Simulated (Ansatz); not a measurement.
**SiNi: properties at the relaxed cell**

The task here is to estimate one member of a computed series from the others.

Method: DFT PBE, scalar-relativistic, plane waves, PAW, in Ansatz 0.2.0.

### The structure to begin with

It takes space group P2_13 (No. 198, cubic). The conventional cell has a = 4.519 Å, b = 4.519 Å, c = 4.519 Å, α = 90.00°, β = 90.00°, γ = 90.00°. Around Si (site symmetry 3) lie 7 Ni at 2.37 to 2.45 Å. Ni (site symmetry 3) is surrounded by 7 Si at 2.37 to 2.45 Å.

Coordinates:

```
CELL_PARAMETERS angstrom
4.51860 0.00000 0.00000
0.00000 4.51860 0.00000
0.00000 0.00000 4.51860
ATOMIC_POSITIONS crystal
Si 0.65351 0.15351 0.34649
Si 0.15351 0.34649 0.65351
Si 0.34649 0.65351 0.15351
Si 0.84649 0.84649 0.84649
Ni 0.35103 0.85103 0.64897
Ni 0.85103 0.64897 0.35103
Ni 0.64897 0.35103 0.85103
Ni 0.14897 0.14897 0.14897
```

It goes back to an entry of the Materials Project.

It is the result of an earlier relaxation at this level (volume 11.53 Å³/atom; gap on the mesh: none (metal)).

The first run:

input.yaml

```yaml
crystal:
  lattice:
    - [4.4729590169, 0.0, 0.0]
    - [0.0, 4.4729590169, 0.0]
    - [0.0, 0.0, 4.4729590169]
  atoms:
    - { symbol: Si, position: [0.6535143069, 0.1535143069, 0.3464856931] }
    - { symbol: Si, position: [0.1535143069, 0.3464856931, 0.6535143069] }
    - { symbol: Si, position: [0.3464856931, 0.6535143069, 0.1535143069] }
    - { symbol: Si, position: [0.8464856931, 0.8464856931, 0.8464856931] }
    - { symbol: Ni, position: [0.3510316317, 0.8510316317, 0.6489683683] }
    - { symbol: Ni, position: [0.8510316317, 0.6489683683, 0.3510316317] }
    - { symbol: Ni, position: [0.6489683683, 0.3510316317, 0.8510316317] }
    - { symbol: Ni, position: [0.1489683683, 0.1489683683, 0.1489683683] }
basis:
  ecutwfc: 420
kpoints:
  mp_grid: { grid: [8, 8, 8] }
hamiltonian:
  xc: pbe
scf:
  occupations: { method: gaussian, width: 0.1 }
output:
  forces: true
  stress: true
  eigenvalues: true
relax:
  adjacent_minimum: "off"
  f_tol: 0.01
  max_steps: 30
```

Launch:

```console
> ansatz run input.yaml --threads 2 --pin off --max-ram 5120MiB --backend cpu --events-out ev --progress --plain --runs-dir out
```

Steps of the session up to this table: The cell scaled to 0.97 of its volume; Point at V/V0 = 1.03; Volume × 0.94; Point at V/V0 = 1.06; Volume × 0.91; Volume × 1.10; Volume × 0.88.

One of the session's tables, all rows but one given; the rest of the session is left out.

| volume (Å³/atom) | energy above the lowest point (meV/atom) | pressure (GPa) |
| --- | --- | --- |
| 10.149 | 119.5 | 31.21 |
| 10.495 | 63.1 | 21.29 |
| 10.841 | 26.4 | 12.95 |
| 11.187 | ? | ? |
| 11.532 | 0.0 | 0.01 |
| 11.878 | 5.5 | -4.93 |
| 12.224 | 20.8 | -9.06 |
| 12.686 | 53.5 | -13.40 |

Estimate the missing values for volume (Å³/atom) = 11.187.

Worked estimate for «energy above the lowest point (meV/atom)». A straight line through the neighbours (10.841, 26.4) and (11.532, 0.0) gives 26.4 + (0.0 − 26.4) × (11.187 − 10.841) / (11.532 − 10.841) = 13.2; a parabola fitted to 4 rows on both sides gives 6.2.

**Answer.** energy above the lowest point (meV/atom): 6.2; pressure (GPa): 5.94. In «energy above the lowest point (meV/atom)» the line misses by +7.0 and the parabola by 0.0.

Limits of these values: The final runs have no spin polarisation, so no magnetic state was tried and one may lie lower. Warnings in the runs' records: stress scf threshold loose.
